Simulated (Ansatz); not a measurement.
A surface is cut from this relaxed crystal of BiTe:

```cif
data_structure
_symmetry_space_group_name_H-M 'Fm-3m'
_symmetry_Int_Tables_number 225
_cell_length_a 6.5024
_cell_length_b 6.5024
_cell_length_c 6.5024
_cell_angle_alpha 90.000
_cell_angle_beta 90.000
_cell_angle_gamma 90.000
_cell_volume 274.93
loop_
_atom_site_label
_atom_site_type_symbol
_atom_site_symmetry_multiplicity
_atom_site_Wyckoff_symbol
_atom_site_fract_x
_atom_site_fract_y
_atom_site_fract_z
_atom_site_occupancy
Bi1 Bi 4 b 0.50000 0.00000 0.00000 1
Te1 Te 4 a 0.00000 0.00000 0.00000 1
```

Miller indices refer to the conventional cell of Fm-3m (No. 225), a = 6.502 Å, b = 6.502 Å, c = 6.502 Å, α = 90.00°, β = 90.00°, γ = 90.00°.

Consider the (110) slab of 5 planes, 9.2 Å thick with 15 Å of vacuum as cut; outer planes BiTe (top) and BiTe (bottom), all atoms relaxed.

Method: DFT PBE, scalar-relativistic, plane waves, PAW (Ansatz 0.2.0). Settings: cutoff 420 eV, Γ-centred mesh 8×6×1 on the computed 10-atom cell, Gaussian smearing of 0.10 eV; no spin polarisation. A dipole correction removes the field between periodic images along c.

Read from the bulk's Fermi level, the relaxed top face's work function is 3.92 eV: the slab is thin for this quantity. The slab's inner planes relax by over 3 % too, so it holds no bulk-like region.

Q: Estimate the surface energy (mean of both faces).

A: 0.25 J/m².

Q: Estimate the work function.

A: 4.15 eV.

Q: The top two planes lie 2.299 Å apart in the bulk. How does relaxation change this?

A: The spacing becomes 2.070 Å (-10.0 %), and the top plane rumples by 0.059 Å.

Spin-orbit coupling is left out, which matters for the bands of heavy elements.

γ = (E_slab − N·E_bulk)/2A = 0.947 eV / (2 × 29.90 Å²) = 15.8 meV/Å² = 0.25 J/m², with N = 10 atoms. The cut crosses 4 bonds a cell (neighbours within 10 % of the shortest distances), so each costs 0.24 eV on this count. The top two spacings change in opposite senses (-10.0 and +3.4 %). The top plane, flat in the bulk, buckles with Bi 0.06 Å above Te: here the cation ends outward.

The low surface energy, 0.25 J/m², fits a lattice held together by soft, delocalised p bonds. Rocksalt BiTe has one valence electron per formula unit more than PbTe, and it enters states of antibonding p character, which weakens the bonds that the cut breaks. The 0.24 eV per bond is not a pure bond strength, since it also contains the energy gained by relaxation.

The inward shift of the top plane is the usual response of an open face: atoms that have lost neighbours strengthen their remaining back bonds. Bi ending above Te runs against the common rocksalt pattern, in which the more polarisable anion sits outward. The small electronegativity difference makes that ionic argument weak here, and the Bi lone pair probably contributes.

BiTe is known as a layered trigonal compound, so these values describe a cut through a different, cubic polymorph. Even for that polymorph, they don't show that (110) would be exposed, as the (100) face cuts fewer bonds per area.
